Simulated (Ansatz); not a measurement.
One crystal and one scan (energy over volume and axial ratio) at two levels, PBE (plane waves to 420 eV, PAW, scalar-relativistic; Ansatz, a first-principles code) and r2SCAN (plane waves to 500 eV, PAW, scalar-relativistic; Ansatz), each from its own relaxed cell and on its own mesh. The cell shown is that of PBE.

GeTe (alpha-GeTe type, space group R3m)

```yaml
crystal:
  lattice:
    - [2.11355, 1.22026, 3.64003]
    - [-2.11355, 1.22026, 3.64003]
    - [0.00000, -2.44052, 3.64003]
  atoms:
    - { symbol: Ge, position: [0.23425, 0.23425, 0.23425] }
    - { symbol: Te, position: [0.76575, 0.76575, 0.76575] }
```

Grid over V/V₀ and (c/a)/(c/a)₀, subscript 0 meaning the relaxed cell; the conventional c axis lies along z; no internal relaxation.

The energy includes the smearing's −TS. GeTe was relaxed with its symmetry unable to fall. Spin-orbit coupling is left out, though Te is heavy. The PAW data are Ansatz's earlier set. As the atoms are clamped, bonds stretch with the cell, which overstates energies and stresses. As the smearing reaches across the gap at some points, the response to shear is sensitive to the k mesh, so small differences along c/a are uncertain. Percentages come from the unrounded values. Both scans cover V/V₀ from 0.960 to 1.040 and (c/a)/(c/a)₀ from 0.920 to 1.080.

```
quantity                                                                                        PBE  r2SCAN     PBE − r2SCAN
--------------------------------------------------------------------------------------------  -----  ------  ---------------
Lattice constant a (Å)                                                                        4.227   4.187  +0.040 (+0.9 %)
Lattice constant c (Å)                                                                        10.92   11.06   -0.14 (-1.3 %)
Relaxed volume (Å³/atom)                                                                      28.16   28.00   +0.16 (+0.6 %)
Modulus against c/a change at fixed volume, (3/4V)·∂²E/∂(ln c/a)² (fit, atoms clamped) (GPa)     20      20                0
```

PBE gives the higher value for: lattice constant a. PBE gives the lower value for: lattice constant c. They agree on: relaxed volume (within 0.6 %). Neither level is exact: the differences show how much the result hangs on the functional.

(A scan under strain: stresses follow from slopes of the energy per volume, elastic moduli from its curvatures.)
